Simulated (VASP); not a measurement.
# Co (P6_3/mmc) in VASP: a series of runs

Runs on Co. Level: PBE. Tasks: single point.

Program: VASP 6.6.1. These are calculated values, not measurements. Logs are shortened: lines on timing, memory, paths and dates and some standing lists are left out, and cuts for length are marked.

## Step 1: The crystal as given

Symmetry: P6_3/mmc, No. 194, hexagonal system. The conventional cell has a = 2.507 Å, b = 2.507 Å, c = 4.070 Å, α = 90.00°, β = 90.00°, γ = 120.00°. Co (site symmetry -6m2) is surrounded by 12 Co at 2.50 to 2.51 Å.

## Step 2: Single point, PBE, collinear spin, ferromagnetic start

INCAR

```
SYSTEM = Co
  ALGO = Fast
  EDIFF = 1E-6
  ENCUT = 520
  GGA = PE
  ISIF = 2
  ISMEAR = -1
  ISPIN = 2
  LASPH = .TRUE.
  LCHARG = .TRUE.
  LELF = .TRUE.
  LMAXMIX = 4
  LORBIT = 11
  LREAL = .FALSE.
  LVHAR = .TRUE.
  LWAVE = .FALSE.
  MAGMOM = 2 2
  NELM = 120
  PREC = Accurate
  SIGMA = 0.1
```

KPOINTS

```
k-points
0
G
  24 24 14
  0 0 0
```

POSCAR

```
Co
1.0
    2.5070000000      0.0000000000      0.0000000000
   -1.2535000000      2.1711256873      0.0000000000
    0.0000000000      0.0000000000      4.0700000000
Co
2
Direct
    0.3333333333      0.6666666667      0.2500000000
    0.6666666667      0.3333333333      0.7500000000
```

Potentials or basis: VASP PAW PBE potentials, release 64 (Co).

Launch:

```bash
cat potpaw_PBE.64/Co/POTCAR > POTCAR
mpirun -np 1 vasp_std > vasp.out
```

OUTCAR:

```text
SYSTEM = Co
   EDIFF = 1E-6
   ENCUT = 520
   GGA = PE
   ISIF = 2
   ISMEAR = -1
   ISPIN = 2
   LASPH = .TRUE.
   LORBIT = 11
   LREAL = .FALSE.
   NELM = 120
   PREC = Accurate

 ion  position               nearest neighbor table
   1  0.333  0.667  0.250-   2 2.50   2 2.50   2 2.50   2 2.50   2 2.50   2 2.50
   2  0.667  0.333  0.750-   1 2.50   1 2.50   1 2.50   1 2.50   1 2.50   1 2.50

  LATTYP: Found a hexagonal cell.
 ALAT       =     2.5070000000
 C/A-ratio  =     1.6234543279

  Lattice vectors:

 A1 = (   2.5070000000,   0.0000000000,   0.0000000000)
 A2 = (  -1.2535000000,   2.1711256873,   0.0000000000)
 A3 = (   0.0000000000,   0.0000000000,   4.0700000000)

Analysis of symmetry for initial positions (statically):
=====================================================================
 Subroutine PRICEL returns:
 Original cell was already a primitive cell.

 Routine SETGRP: Setting up the symmetry group for a
 hexagonal supercell.

 Subroutine GETGRP returns: Found 24 space group operations
 (whereof 12 operations were pure point group operations)
 out of a pool of 24 trial point group operations.

The static configuration has the point symmetry D_3d.
 The point group associated with its full space group is D_6h.

Analysis of symmetry for dynamics (positions and initial velocities):
=====================================================================
 Subroutine PRICEL returns:
 Original cell was already a primitive cell.

 Routine SETGRP: Setting up the symmetry group for a
 hexagonal supercell.

 Subroutine GETGRP returns: Found 24 space group operations
 (whereof 12 operations were pure point group operations)
 out of a pool of 24 trial point group operations.

The dynamic configuration has the point symmetry D_3d.
 The point group associated with its full space group is D_6h.

Analysis of structural, dynamic, and magnetic symmetry:
=====================================================================
 Subroutine PRICEL returns:
 Original cell was already a primitive cell.

 Routine SETGRP: Setting up the symmetry group for a
 hexagonal supercell.

 Subroutine GETGRP returns: Found 24 space group operations
 (whereof 12 operations were pure point group operations)
 out of a pool of 24 trial point group operations.

The overall configuration has the point symmetry D_3d.
 The point group associated with its full space group is D_6h.

 Subroutine INISYM returns: Found 24 space group operations
 (whereof 12 operations are pure point group operations),
 and found     1 'primitive' translations

----------------------------------------------------------------------------------------

                                     Primitive cell

  volume of cell :      22.1531

  direct lattice vectors                    reciprocal lattice vectors
     2.507000000  0.000000000  0.000000000     0.398883127  0.230295281  0.000000000
    -1.253500000  2.171125687  0.000000000     0.000000000  0.460590562  0.000000000
     0.000000000  0.000000000  4.070000000     0.000000000  0.000000000  0.245700246

  length of vectors
     2.507000000  2.507000000  4.070000000     0.460590562  0.460590562  0.245700246

  position of ions in fractional coordinates (direct lattice)
     0.333333333  0.666666667  0.250000000
     0.666666667  0.333333333  0.750000000

  ion indices of the primitive-cell ions
   primitive index   ion index
                 1           1
                 2           2

----------------------------------------------------------------------------------------

 KPOINTS: k-points

Automatic generation of k-mesh.
 Grid dimensions read from file:
 generate k-points for:   24   24   14

 Generating k-lattice:

  Cartesian coordinates                     Fractional coordinates (reciprocal lattice)
     0.016620130  0.009595637  0.000000000     0.041666667 -0.000000000  0.000000000
     0.000000000  0.019191273  0.000000000     0.000000000  0.041666667  0.000000000
     0.000000000  0.000000000  0.017550018     0.000000000  0.000000000  0.071428571

  Length of vectors
     0.019191273  0.019191273  0.017550018

  Shift w.r.t. Gamma in fractional coordinates (k-lattice)
     0.000000000  0.000000000  0.000000000

 Subroutine IBZKPT returns following result:
 ===========================================

 Found    488 irreducible k-points:

[... 40 lines left out ...]
   LNONCOLLINEAR =      F non collinear calculations
   LSORBIT =      F    spin-orbit coupling
   LASPH  =      T    aspherical Exc in radial PAW
   ENCUT  =  520.0 eV  38.22 Ry    6.18 a.u.   4.66  4.66  7.57*2*pi/ulx,y,z
   NELM   =    120;   NELMIN=  2; NELMDL= -5     # of ELM steps
   EDIFF  = 0.1E-05   stopping-criterion for ELM
   LREAL  =      F    real-space projection
   EDIFFG = 0.1E-04   stopping-criterion for IOM
   NSW    =      0    number of steps for IOM
   IBRION =     -1    ionic relax: 0-MD 1-quasi-New 2-CG
   NFREE  =      0    steps in history (QN), initial steepest desc. (CG)
   ISIF   =      2    stress and relaxation
   ISYM   =      2    0-nonsym 1-usesym 2-fastsym
   POTIM  = 0.5000    time-step for ionic-motion
   TEBEG  =    0.0;   TEEND  =   0.0 temperature during run
   PSTRESS=    0.0 pullay stress
   NELECT =      18.0000    total number of electrons
   NUPDOWN=      -1.0000    fix difference up-down
   EMIN   =  10.00;   EMAX   =-10.00  energy-range for DOS
   EFERMI =   0.00;   METHOD = LEGACY
   ISMEAR =    -1;   SIGMA  =   0.10  broadening in eV -4-tet -1-fermi 0-gaus
   EFERMI_NEDOS =   21; number of points for ismear=-14 and -15
   IALGO  =     68    algorithm
   IMIX   =      4    mixing-type and parameters
     AMIX     =   0.40;   BMIX     =  1.00
     AMIX_MAG =   1.60;   BMIX_MAG =  1.00
  volume/ion in A,a.u.               =      11.08        74.75
  Fermi-wavevector in a.u.,A,eV,Ry     =   1.527640  2.886822 31.751709  2.333685
  Thomas-Fermi vector in A             =   2.635509
   LORBIT       =     11    0 simple, 1 ext, 2 COOP (PROOUT), +10 PAW based schemes
   GGA     = PE    functional components
   LHFCALC =     F    Hartree Fock is set to
   AEXX    =    0.0000 exact exchange contribution
   IVDW    =     0    specifies the selected vdW correction
   LEPSILON=     F    determine dielectric tensor
   LRPA    =     F    only Hartree local field effects (RPA)
 spin polarized calculation
 RMM-DIIS sequential band-by-band and
  energy-cutoff  :      520.00
  volume of cell :       22.15
 maximum number of plane-waves:       615
 NGX is ok and might be reduce to    20
   NGX =  9   NGY =  9   NGZ = 15

 number of electron      18.0000002 magnetization       3.2372066

 Free energy of the ion-electron system (eV)
  ---------------------------------------------------
  ext. energy  EPLUGINS =         0.00000000
  ---------------------------------------------------
  free energy    TOTEN  =       -14.09376580 eV

  energy without entropy =      -14.03094315  energy(sigma->0) =      -14.06235447

 E-fermi :   9.9691     XC(G=0): -13.2826

 val. band max:        9.9662590982   @ k =   0.3750   0.0417   0.5000
 cond. band min:       9.9692025380   @ k =   0.2083   0.1250   0.1429
 fundamental gap:      0.0029434398
 Fermi energy:         9.9690511343

 spin component 1

 k-point     1 :       0.0000    0.0000    0.0000
  band No.  band energies     occupation
      1       1.1797      1.00000
      2       4.9324      1.00000
      3       7.3691      1.00000
      4       7.4084      1.00000
      5       7.4084      1.00000
      6       7.7047      1.00000
      7       7.7047      1.00000
      8       8.0481      1.00000
      9       8.0481      1.00000
     10       9.0981      0.99984
     11       9.0981      0.99984
     12       9.8633      0.74229
     13      16.0830      0.00000
     14      31.8168      0.00000
[... 403 lines left out ...]
      4       7.2525      1.00000
      5       7.4369      1.00000
      6       7.4626      1.00000
      7       7.7925      1.00000
      8       9.2384      0.99933
      9       9.2973      0.99879
     10       9.3481      0.99799
     11      11.1558      0.00001
     12      13.4062      0.00000
     13      19.4080      0.00000
     14      20.0615      0.00000
     15      22.6445      0.00000

 [... further k-points ...]

 spin component 2

 k-point     1 :       0.0000    0.0000    0.0000
  band No.  band energies     occupation
      1       1.1704      1.00000
      2       5.8725      1.00000
      3       8.9990      0.99994
      4       9.0525      0.99990
      5       9.0525      0.99990
      6       9.4013      0.99659
      7       9.4013      0.99659
      8       9.7910      0.85579
      9       9.8328      0.79614
     10       9.8328      0.79614
     11      10.9982      0.00003
     12      10.9982      0.00003
     13      17.0935      0.00000
     14      31.5246      0.00000
[... 403 lines left out ...]
      4       8.1342      1.00000
      5       8.9070      0.99998
      6       8.9700      0.99995
      7       9.3634      0.99766
      8      11.1213      0.00001
      9      11.2306      0.00000
     10      11.2401      0.00000
     11      12.3957      0.00000
     12      14.3506      0.00000
     13      19.8333      0.00000
     14      20.4457      0.00000
     15      23.1635      0.00000

 [... further k-points ...]

------------------------ aborting loop because EDIFF is reached ----------------------------------------

  FORCE on cell =-STRESS in cart. coord.  units (eV):
  Direction    XX          YY          ZZ          XY          YZ          ZX
  --------------------------------------------------------------------------------------
  -------------------------------------------------------------------------------------
  Total       -0.5753661     -0.5753661     -0.6853148     -0.0000000     -0.0000000      0.0000000
  in kB      -41.6122435    -41.6122435    -49.5640717     -0.0000000     -0.0000000      0.0000000
  external PRESSURE =     -44.2628529 kB  Pullay stress =       0.0000000 kB

 VOLUME and BASIS-vectors are now :
 -----------------------------------------------------------------------------
  energy-cutoff  :      520.00
  volume of cell :       22.15
      direct lattice vectors                 reciprocal lattice vectors
     2.507000000  0.000000000  0.000000000     0.398883127  0.230295281  0.000000000
    -1.253500000  2.171125687  0.000000000     0.000000000  0.460590562  0.000000000
     0.000000000  0.000000000  4.070000000     0.000000000  0.000000000  0.245700246

 POSITION                                       TOTAL-FORCE (eV/Angst)
 -----------------------------------------------------------------------------------
     -0.00000      1.44742      1.01750         0.000000      0.000000      0.000000
      1.25350      0.72371      3.05250        -0.000000     -0.000000      0.000000
 -----------------------------------------------------------------------------------
    total drift:                               -0.000000      0.000000     -0.000000

  FREE ENERGIE OF THE ION-ELECTRON SYSTEM (eV)
  ---------------------------------------------------
  free  energy   TOTEN  =       -14.0937658003 eV

  energy  without entropy=      -14.0309431472  energy(sigma->0) =      -14.06235447

 total charge

# of ion       s       p       d       tot
------------------------------------------
    1        0.480   0.503   7.250   8.233
    2        0.480   0.503   7.250   8.233
--------------------------------------------------
tot          0.960   1.007  14.499  16.467

 magnetization (x)

# of ion       s       p       d       tot
------------------------------------------
    1       -0.014  -0.053   1.710   1.643
    2       -0.014  -0.053   1.710   1.643
--------------------------------------------------
tot         -0.029  -0.107   3.421   3.285
```

Wall time 2.6 min (1 thread of Intel Xeon 6975P-C (Granite Rapids), shared host); peak memory 0.33 GiB.

Results:

```
Free energy                                           : -14.0938 eV
Pressure                                              : -4.4 GPa
Band gap on the k mesh                                : none (metal or under the smearing width)
Net moment                                            : 3.24 μB per cell
Site moments                                          : Co +1.64 μB
Valence electrons inside the program's atomic spheres : Co 8.23
```

## Step 3: Single point, PBE, collinear spin, ferromagnetic start

INCAR is that of step 2.

KPOINTS

```
k-points
0
G
  30 30 18
  0 0 0
```

POSCAR is that of step 2.

Potentials or basis: VASP PAW PBE potentials, release 64 (Co).

Launch:

```bash
cat potpaw_PBE.64/Co/POTCAR > POTCAR
mpirun -np 1 vasp_std > vasp.out
```

Run time: 4.7 min. Hardware: 1 thread of Intel Xeon 6975P-C (Granite Rapids), shared host; peak memory 0.51 GiB.

The run converged. Its results:

| Item | Value |
| --- | --- |
| Free energy | -14.0935 eV |
| Pressure | -4.5 GPa |
| Band gap on the k mesh | none (metal or under the smearing width) |
| Net moment | 3.23 μB per cell |
| Site moments | Co +1.64 μB |
| Valence electrons inside the program's atomic spheres | Co 8.23 |

Stress tensor (GPa, compression positive):
```
-4.21  0.00  0.00
 0.00 -4.21  0.00
 0.00  0.00 -4.98
```

Levels at points of the mesh, in eV from the Fermi level:
Spin up:
```
           k point  band 7  band 8  band 9  band 10  band 11  band 12  band 13  band 14  band 15
(0.00, 0.00, 0.00)   -2.26   -1.92   -1.92    -0.87    -0.87    -0.11     6.11    21.85    24.25
(0.50, 0.00, 0.00)   -2.18   -0.73   -0.66    -0.58     1.25     3.22     9.50    10.12    12.52
(0.00, 0.00, 0.50)   -2.62   -2.62   -1.17    -1.17    -1.17    -1.17    14.68    14.68    22.56
(0.50, 0.00, 0.50)   -1.08   -1.08   -0.64    -0.64     1.57     1.57     7.08     7.08    18.10
```
Spin down:
```
           k point  band 4  band 5  band 6  band 7  band 8  band 9  band 10  band 11
(0.00, 0.00, 0.00)   -0.92   -0.92   -0.57   -0.57   -0.18   -0.14    -0.14     1.03
(0.50, 0.00, 0.00)   -1.80   -1.05   -1.00   -0.61    1.16    1.27     1.31     2.47
(0.00, 0.00, 0.50)   -1.50   -0.98   -0.98   -0.98   -0.98    0.70     0.70     0.70
(0.50, 0.00, 0.50)   -2.30   -0.04   -0.04    0.25    0.25    1.25     1.25     2.16
```
